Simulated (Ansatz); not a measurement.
A (001) slab of Ag (P6_3/mmc (No. 194)), 6 planes, outer planes Ag (top) and Ag (bottom), with 6 atoms (Ag6) in a surface cell of A = 7.456 Å², as cut from the bulk:

```yaml
crystal:
  lattice:
    - [2.93418, 0.00000, 0.00000]
    - [-1.46709, 2.54107, 0.00000]
    - [0.00000, 0.00000, 26.99769]
  atoms:
    - { symbol: Ag, position: [0.66667, 0.33333, 0.27780] }
    - { symbol: Ag, position: [0.33333, 0.66667, 0.36668] }
    - { symbol: Ag, position: [0.66667, 0.33333, 0.45556] }
    - { symbol: Ag, position: [0.33333, 0.66667, 0.54444] }
    - { symbol: Ag, position: [0.66667, 0.33333, 0.63332] }
    - { symbol: Ag, position: [0.33333, 0.66667, 0.72220] }
```

Method: Ansatz, DFT PBE, scalar-relativistic, plane waves, PAW. Plane waves to 420 eV, a k mesh through Γ of 12×12×1 on the computed 6-atom cell and Gaussian smearing (0.10 eV); no spin polarisation.

Against the same 6 atoms in the bulk, the slab as cut lies 0.683 eV higher and the relaxed slab 0.679 eV higher.

(1) Work out the surface energy before and after relaxation.

(2) What is the ideal work of this cut, per area?

## Answers

(1) The slab has two faces, so γ = (E_slab − N·E_bulk)/(2A), the mean of both. As cut: 0.683/(2 × 7.456) = 0.0458 eV/Å², and 1 eV/Å² = 16.02 J/m², so γ = 0.73 J/m². Relaxed: 0.679/(2 × 7.456) = 0.0455 eV/Å² = 0.73 J/m². Relaxation recovers 0.6 % of the cost of cutting.

(2) Griffith's ideal work is 2γ: 1.47 J/m² if the new faces stay rigid, 1.46 J/m² if they relax. One thickness was run, 6 planes, so γ can still shift with it.

The reference crystal is a form of Ag, which isn't its usual structure.